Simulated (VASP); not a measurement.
# Cd (I4/mmm) in VASP: a series of runs, part 2 of 2

VASP 6.6.1. Earlier steps stand in the parts before.

**3. Single point, PBEsol (strain +0.000 along x and y, -0.080 along z, atoms carried along)**

INCAR reads:

```
PREC = Accurate
ENCUT = 520
EDIFF = 1E-6
ISMEAR = 0
SIGMA = 0.15
LREAL = F
LASPH = T
NELM = 80
ALGO = Fast
ISIF = 2
LWAVE = F
LCHARG = F
GGA = PS
NBANDS = 12
```

KPOINTS reads:

```
Automatic mesh
0
Gamma
  18 18 18
```

POSCAR reads:

```
Cd
1.0
   -1.7843220000      1.7843220000      1.6415762400
    1.7843220000     -1.7843220000      1.6415762400
    1.7843220000      1.7843220000     -1.6415762400
Cd
1
Direct
    0.0000000000      0.0000000000      0.0000000000
```

Potentials or basis: VASP PAW PBE potentials, release 64 (Cd).

Launch:

```bash
$ cat potpaw_PBE.64/Cd/POTCAR > POTCAR
$ mpirun -np 1 vasp_std > vasp.out
```

OUTCAR:

```text
PREC = Accurate
   ENCUT = 520
   EDIFF = 1E-6
   ISMEAR = 0
   LREAL = F
   LASPH = T
   NELM = 80
   ISIF = 2
   GGA = PS

 ion  position               nearest neighbor table
   1  0.000  0.000  0.000-

  LATTYP: Found a body centered tetragonal cell.
 ALAT       =     3.5686440000
 C/A-ratio  =     0.9200000000

  Lattice vectors:

 A1 = (  -1.7843220000,   1.7843220000,   1.6415762400)
 A2 = (   1.7843220000,  -1.7843220000,   1.6415762400)
 A3 = (   1.7843220000,   1.7843220000,  -1.6415762400)

Analysis of symmetry for initial positions (statically):
=====================================================================
 Subroutine PRICEL returns:
 Original cell was already a primitive cell.

 Routine SETGRP: Setting up the symmetry group for a
 body centered tetragonal supercell.

 Subroutine GETGRP returns: Found 16 space group operations
 (whereof 16 operations were pure point group operations)
 out of a pool of 16 trial point group operations.

The static configuration has the point symmetry D_4h.

Analysis of symmetry for dynamics (positions and initial velocities):
=====================================================================
 Subroutine PRICEL returns:
 Original cell was already a primitive cell.

 Routine SETGRP: Setting up the symmetry group for a
 body centered tetragonal supercell.

 Subroutine GETGRP returns: Found 16 space group operations
 (whereof 16 operations were pure point group operations)
 out of a pool of 16 trial point group operations.

The dynamic configuration has the point symmetry D_4h.

 Subroutine INISYM returns: Found 16 space group operations
 (whereof 16 operations are pure point group operations),
 and found     1 'primitive' translations

----------------------------------------------------------------------------------------

                                     Primitive cell

  volume of cell :      20.9058

  direct lattice vectors                    reciprocal lattice vectors
    -1.784322000  1.784322000  1.641576240     0.000000000  0.280218481  0.304585305
     1.784322000 -1.784322000  1.641576240     0.280218481  0.000000000  0.304585305
     1.784322000  1.784322000 -1.641576240     0.280218481  0.280218481  0.000000000

  length of vectors
     3.010379137  3.010379137  3.010379137     0.413877524  0.413877524  0.396288776

  position of ions in fractional coordinates (direct lattice)
     0.000000000  0.000000000  0.000000000

  ion indices of the primitive-cell ions
   primitive index   ion index
                 1           1

----------------------------------------------------------------------------------------

 KPOINTS: Automatic mesh

Automatic generation of k-mesh.
 Grid dimensions read from file:
 generate k-points for:   18   18   18

 Generating k-lattice:

  Cartesian coordinates                     Fractional coordinates (reciprocal lattice)
     0.000000000  0.015567693  0.016921406     0.055555556  0.000000000  0.000000000
     0.015567693  0.000000000  0.016921406     0.000000000  0.055555556  0.000000000
     0.015567693  0.015567693  0.000000000     0.000000000  0.000000000  0.055555556

  Length of vectors
     0.022993196  0.022993196  0.022016043

  Shift w.r.t. Gamma in fractional coordinates (k-lattice)
     0.000000000  0.000000000  0.000000000

 Subroutine IBZKPT returns following result:
 ===========================================

 Found    480 irreducible k-points:

 Following reciprocal coordinates:
            Coordinates               Weight
  0.000000  0.000000  0.000000      1.000000
  0.055556  0.000000 -0.000000      8.000000
  0.111111  0.000000 -0.000000      8.000000
  0.166667  0.000000  0.000000      8.000000
  0.222222  0.000000  0.000000      8.000000
  0.277778  0.000000 -0.000000      8.000000
[... 16 lines left out ...]
 -0.277778  0.055556  0.000000     16.000000
 -0.222222  0.055556  0.000000     16.000000
 [... further k-points ...]
   k-points           NKPTS =    480   k-points in BZ     NKDIM =    480   number of bands    NBANDS=     12
   number of dos      NEDOS =    301   number of ions     NIONS =      1
   total plane-waves  NPLWV =  13824
   dimension x,y,z NGX =    24 NGY =   24 NGZ =   24
   dimension x,y,z NGXF=    48 NGYF=   48 NGZF=   48
   ions per type =               1
   NGX,Y,Z   is equivalent  to a cutoff of  13.25, 13.25, 13.25 a.u.
   NGXF,Y,Z  is equivalent  to a cutoff of  26.51, 26.51, 26.51 a.u.
 SYSTEM =  unknown system
   PREC   = accura    normal or accurate (medium, high low for compatibility)
   ISTART =      0    job   : 0-new  1-cont  2-samecut
   ICHARG =      2    charge: 1-file 2-atom 10-const
   ISPIN  =      1    spin polarized calculation?
   LNONCOLLINEAR =      F non collinear calculations
   LSORBIT =      F    spin-orbit coupling
   LASPH  =      T    aspherical Exc in radial PAW
   ENCUT  =  520.0 eV  38.22 Ry    6.18 a.u.   5.60  5.60  5.60*2*pi/ulx,y,z
   NELM   =     80;   NELMIN=  2; NELMDL= -5     # of ELM steps
   EDIFF  = 0.1E-05   stopping-criterion for ELM
   LREAL  =      F    real-space projection
   EDIFFG = 0.1E-04   stopping-criterion for IOM
   NSW    =      0    number of steps for IOM
   IBRION =     -1    ionic relax: 0-MD 1-quasi-New 2-CG
   NFREE  =      0    steps in history (QN), initial steepest desc. (CG)
   ISIF   =      2    stress and relaxation
   ISYM   =      2    0-nonsym 1-usesym 2-fastsym
   POTIM  = 0.5000    time-step for ionic-motion
   TEBEG  =    0.0;   TEEND  =   0.0 temperature during run
   PSTRESS=    0.0 pullay stress
   NELECT =      12.0000    total number of electrons
   NUPDOWN=      -1.0000    fix difference up-down
   EMIN   =  10.00;   EMAX   =-10.00  energy-range for DOS
   EFERMI =   0.00;   METHOD = LEGACY
   ISMEAR =     0;   SIGMA  =   0.15  broadening in eV -4-tet -1-fermi 0-gaus
   EFERMI_NEDOS =   21; number of points for ismear=-14 and -15
   IALGO  =     68    algorithm
   IMIX   =      4    mixing-type and parameters
     AMIX     =   0.40;   BMIX     =  1.00
     AMIX_MAG =   1.60;   BMIX_MAG =  1.00
  volume/ion in A,a.u.               =      20.91       141.08
  Fermi-wavevector in a.u.,A,eV,Ry     =   1.360544  2.571056 25.185490  1.851081
  Thomas-Fermi vector in A             =   2.487197
   LORBIT       =      0    0 simple, 1 ext, 2 COOP (PROOUT), +10 PAW based schemes
   GGA     = PS    functional components
   LHFCALC =     F    Hartree Fock is set to
   AEXX    =    0.0000 exact exchange contribution
   IVDW    =     0    specifies the selected vdW correction
   LEPSILON=     F    determine dielectric tensor
   LRPA    =     F    only Hartree local field effects (RPA)
 non-spin polarized calculation
 RMM-DIIS sequential band-by-band and
 Gauss-broadening in eV      SIGMA  =   0.15
  energy-cutoff  :      520.00
  volume of cell :       20.91
 maximum number of plane-waves:       578
   NGX = 11   NGY = 11   NGZ = 11

 number of electron      12.0000006 magnetization

 Free energy of the ion-electron system (eV)
  ---------------------------------------------------
  ext. energy  EPLUGINS =         0.00000000
  ---------------------------------------------------
  free energy    TOTEN  =        -1.13324449 eV

  energy without entropy =       -1.12846658  energy(sigma->0) =       -1.13085553

 E-fermi :   3.0922     XC(G=0): -11.3954

 val. band max:        3.0916872611   @ k =   0.3333   0.2222   0.1111
 cond. band min:       3.0998034525   @ k =   0.3333   0.3333   0.1111
 fundamental gap:      0.0081161914
 Fermi energy:         3.0922141044

 k-point     1 :       0.0000    0.0000    0.0000
  band No.  band energies     occupation
      1      -6.4311      2.00000
      2      -6.2212      2.00000
      3      -6.2212      2.00000
      4      -6.1743      2.00000
      5      -5.7188      2.00000
      6      -5.5058      2.00000
      7      17.8573      0.00000
      8      17.8573      0.00000
      9      19.7383      0.00000
     10      20.2065      0.00000
     11      20.2066      0.00000
     12      21.0692      0.00000
[... 331 lines left out ...]
 k-point    24 :      -0.2222    0.0556    0.0000
  band No.  band energies     occupation
      1      -6.4650      2.00000
      2      -6.3297      2.00000
      3      -5.9600      2.00000
      4      -5.7130      2.00000
      5      -5.5929      2.00000
      6      -4.8895      2.00000
      7      13.1480      0.00000
      8      14.1703      0.00000
      9      16.0195      0.00000
     10      17.7736      0.00000
     11      19.6432      0.00000
     12      21.2918      0.00000

 [... further k-points ...]

------------------------ aborting loop because EDIFF is reached ----------------------------------------

  FORCE on cell =-STRESS in cart. coord.  units (eV):
  Direction    XX          YY          ZZ          XY          YZ          ZX
  --------------------------------------------------------------------------------------
  -------------------------------------------------------------------------------------
  Total        0.2820236      0.2820236     -0.0113318      0.0000000     -0.0000000      0.0000000
  in kB       21.6136700     21.6136700     -0.8684454      0.0000000     -0.0000000      0.0000000
  external PRESSURE =      14.1196315 kB  Pullay stress =       0.0000000 kB

 VOLUME and BASIS-vectors are now :
 -----------------------------------------------------------------------------
  energy-cutoff  :      520.00
  volume of cell :       20.91
      direct lattice vectors                 reciprocal lattice vectors
    -1.784322000  1.784322000  1.641576240     0.000000000  0.280218481  0.304585305
     1.784322000 -1.784322000  1.641576240     0.280218481  0.000000000  0.304585305
     1.784322000  1.784322000 -1.641576240     0.280218481  0.280218481  0.000000000

 POSITION                                       TOTAL-FORCE (eV/Angst)
 -----------------------------------------------------------------------------------
      0.00000      0.00000      0.00000         0.000000      0.000000      0.000000
 -----------------------------------------------------------------------------------
    total drift:                               -0.000000      0.000000      0.000000

  FREE ENERGIE OF THE ION-ELECTRON SYSTEM (eV)
  ---------------------------------------------------
  free  energy   TOTEN  =        -1.1332444862 eV

  energy  without entropy=       -1.1284665759  energy(sigma->0) =       -1.13085553
```

OSZICAR:

```text
N       E                     dE             d eps       ncg     rms          rms(c)
DAV:   1     0.692072087115E+02    0.69207E+02   -0.70132E+03 12432   0.100E+03
DAV:   2     0.309130616126E-01   -0.69176E+02   -0.65595E+02 12692   0.236E+02
DAV:   3    -0.121862575909E+01   -0.12495E+01   -0.12487E+01 13416   0.356E+01
DAV:   4    -0.122013401324E+01   -0.15083E-02   -0.15082E-02 12828   0.123E+00
DAV:   5    -0.122013741618E+01   -0.34029E-05   -0.34031E-05 13220   0.578E-02    0.345E+00
RMM:   6    -0.114032018943E+01    0.79817E-01   -0.12980E-01 11795   0.386E+00    0.272E+00
RMM:   7    -0.113421456028E+01    0.61056E-02   -0.69559E-03 12061   0.752E-01    0.143E+00
RMM:   8    -0.113322527882E+01    0.98928E-03   -0.14085E-03 12627   0.586E-01    0.770E-02
RMM:   9    -0.113323810325E+01   -0.12824E-04   -0.45800E-05 13146   0.864E-02    0.203E-02
RMM:  10    -0.113324567137E+01   -0.75681E-05   -0.20675E-05 12685   0.683E-02    0.168E-02
RMM:  11    -0.113324448635E+01    0.11850E-05   -0.41971E-06 11868   0.221E-02    0.318E-03
RMM:  12    -0.113324448619E+01    0.15280E-09   -0.80879E-08  7417   0.393E-03
   1 F= -.11332445E+01 E0= -.11308555E+01  d E =-.477791E-02
```

stdout:

```text
POSCAR found type information on POSCAR Cd
 POSCAR found :  1 types and       1 ions
 scaLAPACK will be used
 -----------------------------------------------------------------------------
|                                                                             |
|                                                                             |
|     You enforced a specific xc type in the INCAR file but a different       |
|     I HOPE YOU KNOW WHAT YOU ARE DOING!                                     |
|                                                                             |
 -----------------------------------------------------------------------------

 LDA part: xc-table for (Slater+PW92), standard interpolation
 POSCAR, INCAR and KPOINTS ok, starting setup
 FFT: planning ... GRIDC
 FFT: planning ... GRID_SOFT
 FFT: planning ... GRID
 WAVECAR not read
 entering main loop
```

It took 52 s on 1 thread of AMD EPYC 9R45 (Zen 5), shared host; peak memory 0.2 GiB.

What came out:

```
Free energy            : -1.1332 eV
Pressure               : 1.4 GPa
Band gap on the k mesh : none (metal or under the smearing width)
```

Stress tensor (GPa, compression positive):
```
 2.16  0.00  0.00
 0.00  2.16  0.00
 0.00  0.00 -0.09
```

Levels at points of the mesh, in eV from the Fermi level:
```csv
k point,band 3,band 4,band 5,band 6,band 7,band 8,band 9,band 10
"(0.00, 0.00, 0.00)",-9.31,-9.27,-8.81,-8.60,14.77,14.77,16.65,17.11
"(0.50, 0.00, 0.00)",-8.73,-8.52,-8.19,-2.24,-0.59,9.14,9.67,13.60
"(0.50, 0.50, 0.00)",-8.88,-8.71,-8.22,-2.63,-1.38,10.81,11.30,15.08
"(0.50, 0.50, 0.50)",-8.33,-8.33,-8.27,2.71,2.71,4.92,5.69,7.63
```

Caveat: the PAW data sets were made with another functional, which shifts forces and pressure a little.

**4. Single point, PBEsol (strain -0.080 along x and y, -0.080 along z, atoms carried along)**

INCAR reads:

```
SYSTEM = Cd
  PREC = Accurate
  ENCUT = 520
  EDIFF = 1E-6
  ISMEAR = 0
  SIGMA = 0.15
  LREAL = .FALSE.
  LASPH = .TRUE.
  NELM = 100
  ALGO = Normal
  ISIF = 2
  LWAVE = .FALSE.
  LCHARG = .FALSE.
  GGA = PS
  NBANDS = 12
```

KPOINTS reads:

```
Automatic mesh
0
G
  18 18 18
  0 0 0
```

POSCAR reads:

```
Cd
1.0
   -1.6415762400      1.6415762400      1.6415762400
    1.6415762400     -1.6415762400      1.6415762400
    1.6415762400      1.6415762400     -1.6415762400
Cd
1
Direct
    0.0000000000      0.0000000000      0.0000000000
```

Launch:

```bash
$ cat potpaw_PBE.64/Cd/POTCAR > POTCAR
$ mpirun -np 1 vasp_std > vasp.out
```

It took 18 s on 1 thread of AMD EPYC 9R45 (Zen 5), shared host; peak memory 0.14 GiB.

Results (log left out):

* Free energy: -0.9567 eV
* Pressure: 17.9 GPa
* Band gap on the k mesh: none (metal or under the smearing width)

Levels at points of the mesh, in eV from the Fermi level:
```
           k point  band 2  band 3  band 4  band 5  band 6  band 7  band 8  band 9  band 10  band 11
(0.00, 0.00, 0.00)  -10.19  -10.19  -10.19   -9.20   -9.20   16.24   16.24   16.24    19.49    19.49
(0.50, 0.00, 0.00)  -10.72   -9.25   -9.14   -8.51   -3.28   -0.64   10.64   10.65    15.41    16.60
(0.50, 0.50, 0.50)  -11.06   -8.68   -8.68   -8.68    3.39    3.39    3.39    7.87     8.96     8.96
```

Caveat: so large a pressure means that the cell lies far from this level's equilibrium, or that cutoff or potentials fall short; the potentials were made for another functional, which shifts forces and pressure.

**5. Single point, PBEsol (strain +0.000 along x and y, +0.080 along z, atoms carried along)**

INCAR reads:

```
SYSTEM = Cd
ALGO     = Fast           ! electronic algorithm
EDIFF    = 1E-6           ! SCF threshold, eV
ENCUT    = 520            ! plane-wave cutoff, eV
GGA      = PS             ! functional
ISIF     = 2              ! what is computed and relaxed
ISMEAR   = 0              ! smearing method
LASPH    = .TRUE.         ! aspherical terms in the spheres
LCHARG   = .FALSE.        ! write CHGCAR
LREAL    = .FALSE.        ! projectors in reciprocal space
LWAVE    = .FALSE.        ! write WAVECAR
NBANDS   = 12             ! bands
NELM     = 80             ! most SCF steps
PREC     = Accurate       ! precision mode
SIGMA    = 0.15           ! smearing width, eV
```

KPOINTS reads:

```
k-points
0
G
  18 18 18
  0 0 0
```

POSCAR reads:

```
Cd
1.0
   -1.7843220000      1.7843220000      1.9270677600
    1.7843220000     -1.7843220000      1.9270677600
    1.7843220000      1.7843220000     -1.9270677600
Cd
1
Direct
    0.0000000000      0.0000000000      0.0000000000
```

Launch:

```bash
$ cat potpaw_PBE.64/Cd/POTCAR > POTCAR
$ mpirun -np 1 vasp_std > vasp.out
```

It took 50 s on 1 thread of AMD EPYC 9R45 (Zen 5), shared host; peak memory 0.22 GiB.

Results (log left out):

* Free energy: -1.0796 eV
* Pressure: -4.7 GPa
* Band gap on the k mesh: none (metal or under the smearing width)

Stress tensor (GPa, compression positive):
```
-5.05  0.00  0.00
 0.00 -5.05  0.00
 0.00  0.00 -3.92
```

Levels at points of the mesh, in eV from the Fermi level:
| k point | band 2 | band 3 | band 4 | band 5 | band 6 | band 7 | band 8 | band 9 | band 10 | band 11 |
| --- | --- | --- | --- | --- | --- | --- | --- | --- | --- | --- |
| (0.00, 0.00, 0.00) | -8.89 | -8.77 | -8.42 | -8.30 | -8.00 | 14.29 | 14.37 | 14.46 | 14.46 | 16.10 |
| (0.50, 0.00, 0.00) | -9.06 | -8.46 | -8.30 | -8.01 | -1.78 | -1.25 | 9.16 | 10.08 | 13.28 | 13.73 |
| (0.50, 0.50, 0.00) | -9.19 | -8.29 | -8.28 | -7.98 | -1.48 | -0.65 | 7.92 | 8.71 | 12.07 | 12.31 |
| (0.50, 0.50, 0.50) | -9.23 | -8.11 | -8.07 | -8.07 | 2.26 | 3.94 | 3.94 | 4.39 | 7.57 | 8.15 |

Caveat: the PAW data sets were made with another functional, which shifts forces and pressure a little.

**6. Overview**

| cell | gap on the mesh (eV) | pressure (GPa) |
| --- | --- | --- |
| strain +0.080 along x and y, -0.080 along z, atoms carried along | none | -5.0 |
| strain +0.000 along x and y, -0.080 along z, atoms carried along | none | 1.4 |
| strain -0.080 along x and y, -0.080 along z, atoms carried along | none | 17.9 |
| strain +0.000 along x and y, +0.080 along z, atoms carried along | none | -4.7 |

Alike in all rows: task single point; level PBEsol; potentials or basis VASP PAW PBE potentials, release 64 (Cd); no spin polarisation; k mesh 18 × 18 × 18; cutoff (eV) 520; smearing gaussian 0.15 eV.

Caveats: the PAW data sets were made with another functional, which shifts forces and pressure a little (some runs); so large a pressure means that the cell lies far from this level's equilibrium, or that cutoff or potentials fall short (some runs); the potentials were made for another functional, which shifts forces and pressure (some runs).

Absolute energies hang on the potentials; compare differences alone.
